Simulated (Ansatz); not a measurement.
# Ionic part of the dielectric constant of MgO at -1 GPa, mode by mode

The calculation used DFT PBE, scalar-relativistic, plane waves, PAW in Ansatz 0.2.0. Plane waves to 420 eV; Γ-centred k mesh 10×10×10; fixed occupations. No spin polarisation. Phonons by linear response, acoustic sum rule imposed.

Symmetry: Fm-3m, No. 225, cubic system. The conventional cell has a = 4.263 Å, b = 4.263 Å, c = 4.263 Å, α = 90.00°, β = 90.00°, γ = 90.00°. Around Mg (site symmetry m-3m) lie 6 O at 2.13 Å. Around O (site symmetry m-3m) lie 6 Mg at 2.13 Å.

The primitive cell has V = 19.37 Å³ and ε∞,zz = 3.249. Each polar mode adds Δε = (4.92064×10⁷/V)·S/ν² along z, with S its oscillator strength in e²/amu, ν in cm⁻¹ and V in Å³.

Q: From these modes, find each Δε and ε0,zz.
```tsv
ν (cm⁻¹)	S_zz (e²/amu)
358.4	0.4151
```

A:
```tsv
ν (cm⁻¹)	Δε
358.4	8.21
```

The sum is 8.207, so ε0,zz = 11.46; the run's tensor has 11.46.

Q: Where do the longitudinal modes lie for a wave vector along z?

A: At 673 cm⁻¹. The Lyddane–Sachs–Teller product Π(ν_LO/ν_TO)² = 3.53 matches ε0/ε∞ = 3.53.

Cost: 1 run of about 0.21 core-minutes, on Intel Xeon Platinum 8259CL (Skylake/Cascade Lake) (shared hosts).

Lattice polarisation dominates the static response of MgO: the single polar mode contributes 8.21, against an electronic part of 3.249. In rock salt this mode is the rigid motion of the Mg sublattice against the O sublattice. Its oscillator strength, taken with the reduced mass of the pair, implies Born charges close to the formal ionic values, as expected for a wide-gap oxide with little covalent charge transfer. The same charges produce the macroscopic field that lifts the longitudinal mode to 673 cm⁻¹, since electronic screening is weak. With only one polar mode, the Lyddane–Sachs–Teller agreement confirms internal consistency, not accuracy.

The static constant of 11.46 lies clearly above the measured ambient value, and the transverse mode is softer than in experiment. The likely cause is the overlong Mg–O bond given by PBE, stretched slightly further by the tensile load, which weakens the short-range repulsion; the inverse-square dependence on frequency then amplifies the error. A single pressure cannot separate these two contributions.
